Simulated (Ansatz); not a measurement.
Crystal: Al.

```
CELL_PARAMETERS angstrom
0.00000 2.02481 2.02481
2.02481 0.00000 2.02481
2.02481 2.02481 0.00000
ATOMIC_POSITIONS crystal
Al 0.00000 0.00000 0.00000
```

Base run:

| Quantity | Value |
| --- | --- |
| Program | Ansatz 0.2.0 |
| Functional | PBE |
| Potentials or basis | PseudoDojo stringent (PBE files) |
| Cutoff | 544 eV |
| Density cutoff | 2177 eV |
| k mesh | 11 × 11 × 11 |
| Occupations | fermi-dirac, width 0.05 eV |
| Spin | no spin polarisation |

Its results: band gap on the k mesh none (metal or under the smearing width); pressure -0.7 GPa.

Problem. The run is repeated on the same cell with these changes: potentials or basis from PseudoDojo stringent (PBE files) to Ansatz PAW; cutoff from 544 eV to 420 eV (not typed: the program's choice for these potentials); k mesh from 11 × 11 × 11 to 6 × 6 × 6. What comes out?

Solution. Band gap on the k mesh none (metal or under the smearing width); pressure 0.0 GPa.

Caveats: some runs use coarse meshes.
